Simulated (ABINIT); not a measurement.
The system is CdTe.

```xyz
2
Lattice="0.0000 3.2050 3.2050 3.2050 0.0000 3.2050 3.2050 3.2050 0.0000" Properties=species:S:1:pos:R:3 pbc="T T T"
Te    4.8075    4.8075    4.8075
Cd    0.0000    0.0000    0.0000
```

Program: ABINIT 10.8.3 (patched build). Alike in all runs: task single point; no spin polarisation; cell as given; smearing fermi-dirac 0.05 eV.

Task: Order these runs on this cell by their band gap on the k mesh, lowest first.
A. level r2SCAN; potentials or basis JTH PAW PBE v2.0; k mesh 9 × 9 × 9; cutoff (eV) 544; fine-grid cutoff 1088.46 eV; mesh quality not flagged
B. level LDA; potentials or basis JTH PAW LDA v2.0; k mesh 9 × 9 × 9; cutoff (eV) 463; fine-grid cutoff 925.187 eV; mesh quality not flagged
C. level PBE; potentials or basis JTH PAW PBE v2.0; k mesh 3 × 3 × 3; cutoff (eV) 463; fine-grid cutoff 925.187 eV; mesh quality coarse

Result: B (0.61 eV), C (0.84 eV), A (1.38 eV).

Caveats: some runs use coarse meshes; spin-orbit coupling is left out, which moves the levels of the heavy elements.
